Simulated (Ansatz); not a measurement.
**Al under changes of volume**

One of the cells (16.116 Å³/atom); the others are scaled copies at fixed shape and fractional positions:

```
Al
1.0
    -1.59122    1.59122    1.59122
     1.59122   -1.59122    1.59122
     1.59122    1.59122   -1.59122
Al
1
Cartesian
  0.0000 0.0000 0.0000
```

This isn't the form of Al at room conditions, which is fcc.

- Program: Ansatz 0.2.0
- Functional: PBE
- Potentials or basis: all-electron LAPW, scalar-relativistic
- Cutoff: 164 eV (chosen from the basis error)
- Basis error allowed: 0.0005 eV/atom
- k mesh: 12 × 12 × 12
- Occupations: fermi-dirac, width 0.05 eV
- Spin: no spin polarisation

```csv
volume (Å³/atom),energy over the lowest point (meV/atom),pressure (GPa)
15.149,49.14,9.7
15.471,31.90,7.5
15.793,?,?
16.116,9.22,3.8
16.438,3.13,2.2
16.760,0.14,0.8
17.083,0.00,-0.6
```

**Question.** What does the run at 15.793 Å³/atom give?

**Answer.** Energy over the lowest point 18.73 meV/atom; pressure 5.6 GPa.

Worked out: A Birch-Murnaghan fit of order 3 (a polynomial in V^(-2/3)) to the other rows has its minimum at 16.94 Å³/atom with B0 = V·E''(V) = 71 GPa and B' = 3.6. It gives 18.72 meV/atom at 15.793 Å³/atom, against the run's 18.73, and -dE/dV = 5.6 GPa, against 5.6.

Energies are extrapolated to zero smearing.
